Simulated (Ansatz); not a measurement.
**SiC (Moissanite 6H): relaxation of cell and atoms with RPBE+D4**

The system is SiC (Moissanite 6H).

```
Si C
1.0
     3.09500    0.00000    0.00000
    -1.54750    2.68035    0.00000
     0.00000    0.00000   15.17000
Si C
6 6
Direct
  0.66667 0.33333 0.45830
  0.33333 0.66667 0.95830
  0.66667 0.33333 0.79170
  0.33333 0.66667 0.29170
  0.00000 0.00000 0.62500
  0.00000 0.00000 0.12500
  0.66667 0.33333 0.33330
  0.33333 0.66667 0.83330
  0.66667 0.33333 0.66670
  0.33333 0.66667 0.16670
  0.00000 0.00000 0.50000
  0.00000 0.00000 0.00000
```

```json
{
 "Program": "Ansatz 0.2.0",
 "Task": "relaxation of cell and atoms",
 "Functional": "RPBE",
 "Dispersion": "D4",
 "Potentials or basis": "Ansatz PAW",
 "Cutoff": "420 eV (not typed: the program's choice for these potentials)",
 "k mesh": "10 × 10 × 2",
 "Occupations": "fermi-dirac, width 0.05 eV",
 "Spin": "no spin polarisation"
}
```

The relaxed volume is 10.18 Å³/atom. The relaxed cell is a = 3.063 Å, b = 3.063 Å, c = 15.031 Å, α = 90.00°, β = 90.00°, γ = 120.00° and the space group after relaxing (to 0.05 Å) is P6_3mc (No. 186). The energy gained by relaxing is 6.3 meV/atom and the ionic steps are 8. The pressure after relaxing is 0.0 GPa and the band gap on the k mesh is 2.03 eV, indirect (least direct gap 3.14 eV).

The path:
```tsv
step	energy change (eV)	largest force (eV/Å)	volume (Å³)
1	0.0000	0.1412	125.85
2	-0.0620	0.0736	123.85
3	-0.0808	0.0162	122.07
4	-0.0808	0.0069	122.16
5	-0.0808	0.0002	122.16
6	-0.0761	0.0002	122.16
7	-0.0762	0.0001	122.13
8	-0.0761	0.0001	122.13
```

Final structure:
```xyz
12
Lattice="3.0630 0.0000 0.0000 -1.5315 2.6526 0.0000 0.0000 0.0000 15.0307" Properties=species:S:1:pos:R:3 pbc="T T T"
Si    1.5315    0.8842    6.8884
Si    0.0000    1.7684   14.4038
Si    1.5315    0.8842   11.9017
Si    0.0000    1.7684    4.3864
Si    0.0000    0.0000    9.3945
Si    0.0000    0.0000    1.8791
C     1.5315    0.8842    5.0100
C     0.0000    1.7684   12.5253
C     1.5315    0.8842   10.0233
C     0.0000    1.7684    2.5080
C     0.0000    0.0000    7.5106
C     0.0000    0.0000   -0.0047
```

Levels at points of the mesh, in eV from the valence-band top:
```tsv
k point	band 20	band 21	band 22	band 23	band 24	band 25	band 26	band 27	band 28	band 29
(0.00, 0.00, 0.00)	-0.30	-0.30	-0.04	0.00	0.00	5.36	5.52	5.94	6.44	6.48
(0.00, 0.00, -0.50)	-0.64	-0.10	-0.10	-0.10	-0.10	5.42	5.42	6.17	6.17	6.84
(0.00, -0.50, 0.00)	-2.27	-1.83	-1.80	-1.68	-1.10	2.03	2.24	3.28	3.95	4.68
(0.00, -0.50, -0.50)	-2.38	-1.73	-1.73	-1.31	-1.31	2.09	2.09	3.50	3.50	4.95
```

Wall time 19 s on 4 threads of Intel(R) Xeon(R) Platinum 8488C (Sapphire Rapids) (shared host), peak memory 0.55 GiB.

Caveat: the plane-wave basis is chosen anew once the cell has moved, so the energies of steps on either side of that aren't comparable; the PAW data sets come from PBE, with cores solved anew for the run's functional, which leaves a small shift of forces and pressure. A k mesh can miss the band edges.
